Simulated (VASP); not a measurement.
# TiTe (P6_3/mmc) in VASP: single point with PBEsol

Aim: the single point of TiTe with PBEsol.

Program: VASP 6.6.1. These are calculated values, not measurements. Logs are shortened: lines on timing, memory, paths and dates and some standing lists are left out, and cuts for length are marked.

### 1 Starting point

It takes space group P6_3/mmc (No. 194, hexagonal). The conventional cell has a = 3.842 Å, b = 3.842 Å, c = 6.403 Å, α = 90.00°, β = 90.00°, γ = 120.00°. Around Te (site symmetry -6m2) lie 6 Ti at 2.74 Å. Ti (site symmetry -3m) is surrounded by 6 Te at 2.74 Å.

### 2 Single point, PBEsol

File run.py:

```python
from ase import Atoms
from ase.calculators.vasp import Vasp
from ase.dft.bandgap import bandgap

atoms = Atoms(
    ['Te', 'Te', 'Ti', 'Ti'],
    cell=[[3.842, 0.0, 0.0], [-1.921, 3.3272696013, 0.0], [0.0, 0.0, 6.403]],
    scaled_positions=[[0.6666666667, 0.3333333333, 0.75], [0.3333333333, 0.6666666667, 0.25], [0.0, 0.0, 0.5], [0.0, 0.0, 0.0]],
    pbc=True,
)
calc = Vasp(
    directory='calc',
    xc='pbesol',
    pp='PBE',
    setups='materialsproject',
    prec='Accurate',
    encut=520,
    ediff=1e-06,
    ismear=0,
    sigma=0.02,
    lreal=False,
    lasph=True,
    nelm=60,
    algo='Normal',
    isif=2,
    lwave=False,
    lcharg=False,
    kpts=[8, 8, 4],
    gamma=True,
    nbands=24,
)
atoms.calc = calc

print('energy (eV):', atoms.get_potential_energy())
print('free energy (eV):', atoms.get_potential_energy(force_consistent=True))
print('forces (eV/A):')
print(atoms.get_forces())
print('stress (eV/A^3, Voigt):', atoms.get_stress())
print('Fermi level (eV):', calc.get_fermi_level())
gap, top, bottom = bandgap(calc)
print('band gap (eV):', gap, 'from (spin, k, band)', top, 'to', bottom)
```

Potentials or basis: VASP PAW PBE potentials, release 64 (Te, Ti_pv).

Started as:

```console
python run.py
```

The program printed:

```text
energy (eV): -26.13065106
free energy (eV): -26.13129186
forces (eV/A):
[[ 0. -0.  0.]
 [-0.  0.  0.]
 [-0.  0.  0.]
 [-0.  0.  0.]]
stress (eV/A^3, Voigt): [-0.01186702 -0.01186702 -0.04213251 -0.         -0.         -0.        ]
Fermi level (eV): 9.02272894
band gap (eV): 0.0 from (spin, k, band) (None, None, None) to (None, None, None)
```

OUTCAR:

```text
ENCUT = 520.000000
   EDIFF = 1.00e-06
   GGA = PS
   PREC = Accurate
   ISIF = 2
   ISMEAR = 0
   NELM = 60
   LASPH = .TRUE.
   LREAL = .FALSE.

 ion  position               nearest neighbor table
   1  0.667  0.333  0.750-   3 2.74   4 2.74   3 2.74   4 2.74   3 2.74   4 2.74
   2  0.333  0.667  0.250-   3 2.74   4 2.74   3 2.74   4 2.74   3 2.74   4 2.74
   3  0.000  0.000  0.500-   1 2.74   2 2.74   2 2.74   1 2.74   1 2.74   2 2.74
   4  0.000  0.000  0.000-   1 2.74   2 2.74   2 2.74   1 2.74   1 2.74   2 2.74

  LATTYP: Found a hexagonal cell.
 ALAT       =     3.8420000000
 C/A-ratio  =     1.6665799063

  Lattice vectors:

 A1 = (   3.8420000000,   0.0000000000,   0.0000000000)
 A2 = (  -1.9210000000,   3.3272696013,   0.0000000000)
 A3 = (   0.0000000000,   0.0000000000,   6.4030000000)

Analysis of symmetry for initial positions (statically):
=====================================================================
 Subroutine PRICEL returns:
 Original cell was already a primitive cell.

 Routine SETGRP: Setting up the symmetry group for a
 hexagonal supercell.

 Subroutine GETGRP returns: Found 24 space group operations
 (whereof 12 operations were pure point group operations)
 out of a pool of 24 trial point group operations.

The static configuration has the point symmetry D_3d.
 The point group associated with its full space group is D_6h.

Analysis of symmetry for dynamics (positions and initial velocities):
=====================================================================
 Subroutine PRICEL returns:
 Original cell was already a primitive cell.

 Routine SETGRP: Setting up the symmetry group for a
 hexagonal supercell.

 Subroutine GETGRP returns: Found 24 space group operations
[... 138 lines left out ...]
   LRPA    =     F    only Hartree local field effects (RPA)
 non-spin polarized calculation
 Gauss-broadening in eV      SIGMA  =   0.02
  energy-cutoff  :      520.00
  volume of cell :       81.85
 maximum number of plane-waves:      2218
 NGX is ok and might be reduce to    30
   NGX = 15   NGY = 15   NGZ = 23

 number of electron      31.9999991 magnetization

 Free energy of the ion-electron system (eV)
  ---------------------------------------------------
  ext. energy  EPLUGINS =         0.00000000
  ---------------------------------------------------
  free energy    TOTEN  =       -26.13129186 eV

  energy without entropy =      -26.13001025  energy(sigma->0) =      -26.13065106

 E-fermi :   9.0227     XC(G=0): -11.1112

 val. band max:        9.0164937538   @ k =   0.2500  -0.0000   0.2500
 cond. band min:       9.0273787679   @ k =   0.1250   0.1250   0.2500
 fundamental gap:      0.0108850140
 Fermi energy:         9.0227289375

 k-point     1 :       0.0000    0.0000    0.0000
  band No.  band energies     occupation
      1     -24.5100      2.00000
      2     -24.5100      2.00000
      3     -24.4918      2.00000
      4     -24.4918      2.00000
      5     -24.4892      2.00000
      6     -24.3164      2.00000
[... 637 lines left out ...]
     23      11.4885      0.00000
     24      11.4885      0.00000

 [... further k-points ...]

------------------------ aborting loop because EDIFF is reached ----------------------------------------

  FORCE on cell =-STRESS in cart. coord.  units (eV):
  Direction    XX          YY          ZZ          XY          YZ          ZX
  --------------------------------------------------------------------------------------
  -------------------------------------------------------------------------------------
  Total        0.9713381      0.9713381      3.4486254      0.0000000      0.0000000      0.0000000
  in kB       19.0130662     19.0130662     67.5037260      0.0000000      0.0000000      0.0000000
  external PRESSURE =      35.1766195 kB  Pullay stress =       0.0000000 kB

 VOLUME and BASIS-vectors are now :
 -----------------------------------------------------------------------------
  energy-cutoff  :      520.00
  volume of cell :       81.85
      direct lattice vectors                 reciprocal lattice vectors
     3.842000000  0.000000000  0.000000000     0.260281104  0.150273365  0.000000000
    -1.921000000  3.327269601  0.000000000     0.000000000  0.300546730  0.000000000
     0.000000000  0.000000000  6.403000000     0.000000000  0.000000000  0.156176792

 POSITION                                       TOTAL-FORCE (eV/Angst)
 -----------------------------------------------------------------------------------
      1.92100      1.10909      4.80225         0.000000     -0.000000      0.000000
     -0.00000      2.21818      1.60075        -0.000000      0.000000      0.000000
      0.00000      0.00000      3.20150        -0.000000      0.000000      0.000000
      0.00000      0.00000      0.00000        -0.000000      0.000000      0.000000
 -----------------------------------------------------------------------------------
    total drift:                                0.000000     -0.000000      0.000000

  FREE ENERGIE OF THE ION-ELECTRON SYSTEM (eV)
  ---------------------------------------------------
  free  energy   TOTEN  =       -26.1312918646 eV

  energy  without entropy=      -26.1300102478  energy(sigma->0) =      -26.13065106
```

INCAR:

```text
ENCUT = 520.000000
SIGMA = 0.020000
EDIFF = 1.00e-06
ALGO = Normal
GGA = PS
PREC = Accurate
ISIF = 2
ISMEAR = 0
NBANDS = 24
NELM = 60
LASPH = .TRUE.
LCHARG = .FALSE.
LWAVE = .FALSE.
LREAL = .FALSE.
```

Run time: 30 s. Hardware: 1 thread of Intel Xeon 6975P-C (Granite Rapids), shared host; peak memory 0.22 GiB.

What came out:

```
Free energy            : -26.1313 eV
Pressure               : 3.5 GPa
Band gap on the k mesh : none (metal or under the smearing width)
```

Stress tensor (GPa, compression positive):
```
1.90 0.00 0.00
0.00 1.90 0.00
0.00 0.00 6.75
```

Levels at points of the mesh, in eV from the Fermi level:
```
           k point  band 12  band 13  band 14  band 15  band 16  band 17  band 18  band 19  band 20  band 21
(0.00, 0.00, 0.00)    -1.68    -1.05    -0.84    -0.84    -0.57    -0.57    -0.43    -0.43     0.95     0.95
(0.50, 0.00, 0.00)    -4.51    -3.82    -3.02    -1.92    -0.09     0.55     0.69     0.81     1.13     1.39
(0.00, 0.00, 0.50)    -2.89    -2.89    -2.89    -0.05    -0.05    -0.05    -0.05     0.29     0.29     2.58
(0.50, 0.00, 0.50)    -3.80    -3.46    -3.46    -0.93    -0.93     0.83     0.83     1.07     1.07     1.81
```

Caveat: the PAW data sets were made with another functional, which shifts forces and pressure a little.
